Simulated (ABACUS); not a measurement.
PtSe2 (Sudovikovite):

```xyz
3
Lattice="3.7240 0.0000 0.0000 -1.8620 3.2251 0.0000 0.0000 0.0000 5.0620" Properties=species:S:1:pos:R:3 pbc="T T T"
Pt    0.0000    0.0000    0.0000
Se    1.8620    1.0750    3.7965
Se    0.0000    2.1501    1.2655
```

Program: ABACUS 3.10.1. Alike in all runs: task single point; no spin polarisation; cell as given; smearing fermi-dirac 0.05 eV.

Problem. Order these runs on this cell by their pressure, lowest first.
A. level PBE; potentials or basis PseudoDojo NC SR 0.4.1 PBE standard, plane waves; k mesh 8 × 8 × 5; cutoff (eV) 1184; radial cutoff of the potentials (pseudo_rcut) 10 bohr; SCF threshold on the density 1e-08; eigensolver dav
B. level PBE; potentials or basis PseudoDojo NC SR 0.4.1 PBE standard, DZP LCAO (the cutoffs set its grid); k mesh 7 × 7 × 5; cutoff (eV) 1361; radial cutoff of the potentials (pseudo_rcut) 10 bohr; SCF threshold on the density 1e-07; eigensolver genelpa
C. level PBEsol; potentials or basis PseudoDojo NC SR 0.4.1 PBEsol standard, plane waves; k mesh 8 × 8 × 5; cutoff (eV) 1184; radial cutoff of the potentials (pseudo_rcut) 7 bohr; SCF threshold on the density 1e-08; eigensolver dav

Solution. C (2.0 GPa), A (7.2 GPa), B (9.9 GPa).

Caveats: the atomic orbitals were generated for these runs and aren't a published set (some runs); the basis of atomic orbitals isn't converged, which shifts pressures, moduli and gaps (some runs).

Not every run made on this cell is shown here.
